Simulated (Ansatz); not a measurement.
# Ru (omega type): the cost of one run

Method: DFT PBE, with the methods named in each step, in Ansatz 0.2.0.

### Step 1. The starting structure

It takes space group P6/mmm (No. 191, hexagonal). Conventional cell: a = 4.268 Å, b = 4.268 Å, c = 2.684 Å, α = 90.00°, β = 90.00°, γ = 120.00°. Ru (site symmetry 6/mmm) has 14 Ru at 2.68 to 2.81 Å as nearest neighbours. Ru (site symmetry -6m2) has 11 Ru at 2.46 to 2.81 Å as nearest neighbours.

Coordinates:

```cif
data_structure
_symmetry_space_group_name_H-M 'P6/mmm'
_symmetry_Int_Tables_number 191
_cell_length_a 4.2683
_cell_length_b 4.2683
_cell_length_c 2.6844
_cell_angle_alpha 90.000
_cell_angle_beta 90.000
_cell_angle_gamma 120.000
_cell_volume 42.35
loop_
_atom_site_label
_atom_site_type_symbol
_atom_site_symmetry_multiplicity
_atom_site_Wyckoff_symbol
_atom_site_fract_x
_atom_site_fract_y
_atom_site_fract_z
_atom_site_occupancy
Ru1 Ru 1 a 0.00000 0.00000 0.00000 1
Ru2 Ru 2 d 0.33333 0.66667 0.50000 1
```

The file gives the conventional cell by its symmetry; the runs use the cell typed in the input.

Whether this phase is the stable one at these pressures isn't tested.

Atoms are numbered in the order of the input: Ru1, Ru2, Ru3.

### Step 2. The reference volume, LAPW

The input, input.yaml:

```yaml
crystal:
  lattice:
    - [4.2683005943, 0.0, 0.0]
    - [-2.1341502972, 3.6964567457, 0.0]
    - [0.0, 0.0, 2.6844348078]
  atoms:
    - { symbol: Ru, position: [0.0, 0.0, 0.0] }
    - { symbol: Ru, position: [0.3333333333, 0.6666666667, 0.5] }
    - { symbol: Ru, position: [0.6666666667, 0.3333333333, 0.5] }
kpoints:
  mp_grid: { grid: [9, 9, 13] }
  band_path:
    path:
      - [0.0, 0.0, 0.0]
      - [0.5, 0.0, 0.0]
      - [0.3333333333, 0.3333333333, 0.0]
      - [0.0, 0.0, 0.0]
      - [0.0, 0.0, 0.5]
      - [0.5, 0.0, 0.5]
      - [0.3333333333, 0.3333333333, 0.5]
      - [0.0, 0.0, 0.5]
      - [0.5, 0.0, 0.5]
    npoints: 14
scf:
  occupations: { method: fermi_dirac, width: 0.08 }
hamiltonian:
  xc: pbe
  pseudopotentials: { kind: all_electron, lapw: { basis_error: 0.001 } }
output:
  forces: true
  stress: true
  eigenvalues: true
  populations: true
  dos: { projected: true, de: 0.2, e_range: [-14, 8] }
```

Command:

```bash
ansatz run input.yaml --threads 1 --pin off --max-ram 3072MiB --backend cpu --events-out ev --progress --plain --runs-dir out
```

What time and memory should one allow on 1 thread of Arm Neoverse V1, shared host?

About 2 min, with a peak of 0.68 GiB.
